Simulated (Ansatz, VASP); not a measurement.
**GaSb3: VASP beside Ansatz**

The input INCAR:

```
SYSTEM = GaSb3
PREC     = Accurate       ! precision mode
ENCUT    = 520            ! plane-wave cutoff, eV
EDIFF    = 1E-6           ! SCF threshold, eV
ISMEAR   = 0              ! smearing method
SIGMA    = 0.15           ! smearing width, eV
LREAL    = .FALSE.        ! projectors in reciprocal space
LASPH    = .TRUE.         ! aspherical terms in the spheres
NELM     = 80             ! most SCF steps
ALGO     = Normal         ! electronic algorithm
ISIF     = 2              ! what is computed and relaxed
LWAVE    = .FALSE.        ! write WAVECAR
LCHARG   = .TRUE.         ! write CHGCAR
LELF     = .TRUE.         ! ELF
LVHAR    = .TRUE.       
NBANDS   = 22             ! bands
```

File KPOINTS:

```
Automatic mesh
0
G
  10 10 10
  0 0 0
```

The input POSCAR:

```
GaSb3
1.0
    0.0000000000      3.4936212697      3.6854210774
    3.4936212697      0.0000000000      3.6854210774
    3.4936212697      3.4936212697      0.0000000000
Ga Sb
1 3
Direct
    0.0000000000      0.0000000000      0.0000000000
    0.2500000000      0.2500000000      0.2500000000
    0.7500000000      0.7500000000      0.7500000000
    0.5000000000      0.5000000000      0.5000000000
```

Input for Ansatz:

```yaml
crystal:
  lattice:
    - [0.0, 3.4936212697, 3.6854210774]
    - [3.4936212697, 0.0, 3.6854210774]
    - [3.4936212697, 3.4936212697, 0.0]
  atoms:
    - { symbol: Ga, position: [0.0, 0.0, 0.0] }
    - { symbol: Sb, position: [0.25, 0.25, 0.25] }
    - { symbol: Sb, position: [0.75, 0.75, 0.75] }
    - { symbol: Sb, position: [0.5, 0.5, 0.5] }
basis:
  ecutwfc: 420
kpoints:
  mp_grid: { grid: [10, 10, 10] }
hamiltonian:
  xc: lda
  pseudopotentials: { kind: paw, azcp: { folder: soft_1 } }
scf:
  occupations: { method: gaussian, width: 0.15 }
output:
  forces: true
  stress: true
  eigenvalues: true
```

Alike in both runs: task single point; functional LDA; k mesh 10 × 10 × 10; occupations gaussian, width 0.15 eV; no spin polarisation.

```csv
,VASP,Ansatz
version,VASP 6.6.1,Ansatz 0.2.0
potentials or method,"VASP PAW LDA potentials, release 64 (Ga_d, Sb)","scalar-relativistic, plane waves, PAW"
plane-wave cutoff (eV),520,420
valence electrons in the cell,28,58
```

```csv
,VASP,Ansatz,Ansatz less VASP
gap on the k mesh at the Fermi level (eV),none,none,-
pressure (GPa),4.6,4.4,-0.20
largest component of the traceless stress (GPa),1.78,1.75,-0.036
```

A gap of «none» marks a metal or a gap that the smearing closes. The two sets of potentials don't hold the same shells in valence. Ansatz warned: «pseudo_functional_mismatch».

The runs have no spin-orbit coupling, so splittings on Sb are missing.
